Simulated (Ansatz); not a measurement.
Trial structure of Bi₂Se₃, not yet relaxed:

```xyz
5
Lattice="-2.8525 2.8525 4.4618 2.8525 -2.8525 4.4618 2.8525 2.8525 -4.4618" Properties=species:S:1:pos:R:3 pbc="T T T"
Bi    2.8525    0.0000    3.6987
Bi    0.0000    2.8525    3.6987
Se    0.0000    2.8525    1.2367
Se    2.8525    0.0000    1.2367
Se    0.0000    0.0000    1.2043
```

Theory: DFT PBE, scalar-relativistic, plane waves, PAW in Ansatz 0.2.0. Plane waves to 420 eV, a k mesh through Γ of 4×4×4 on the computed 5-atom cell and Gaussian smearing (0.10 eV); no spin polarisation.

Formation energies are uncorrected and refer to the elements' standard structures at the same level.

Q: How far from equilibrium is it?

A: The pressure is 40.3 GPa (the mean over three directions, positive in compression), the largest force is 16.28 eV/Å, and the energy is +2.64 eV/atom against the elements. The shortest distance is 2.00 Å, so close that the PAW spheres overlap strongly and these values are rough.

Q: How much does it gain on relaxing, and where does it end?

A: Relaxing gains about 2.5 eV/atom (the start's value is from the coarse mesh, so the gain is rough) in 35 ionic steps and ends at +0.14 eV/atom on the finer mesh. The symmetry stays I4mm (No. 107). The volume per atom grows by 11.4 %, from 29.0 to 32.4 Å³. The shortest distance goes from 2.00 Å (Bi–Se) to 2.58 Å (Se–Se). The ratio c/a of the conventional cell changes by a factor of 1.58. Conventional cell: a = 5.079 Å, c = 12.542 Å. Around Bi lies 1 Se at 2.69 Å; around Se on a site of symmetry 2mm lie 2 Se at 2.58 Å and 1 Bi at 2.69 Å; Se on a site of symmetry 4mm is surrounded by 4 Se at 2.58 Å.

The last run used a 10×10×10 mesh for its 5-atom cell and Gaussian smearing of 0.10 eV. No dispersion correction is applied, so the spacing and binding between layers, chains or molecules are poorly described. These runs have no spin–orbit coupling, which can matter for Bi. The reference form of Se is held partly by dispersion forces, which this level lacks. The relaxation can't lower the symmetry of the start. Symmetry constrained the relaxation, so the result can be a saddle point. Another cell of Bi2Se3 relaxed alike, in R-3m (a cell as deposited in COD), lies 0.53 eV/atom lower, so this cell isn't the stable form at this level.
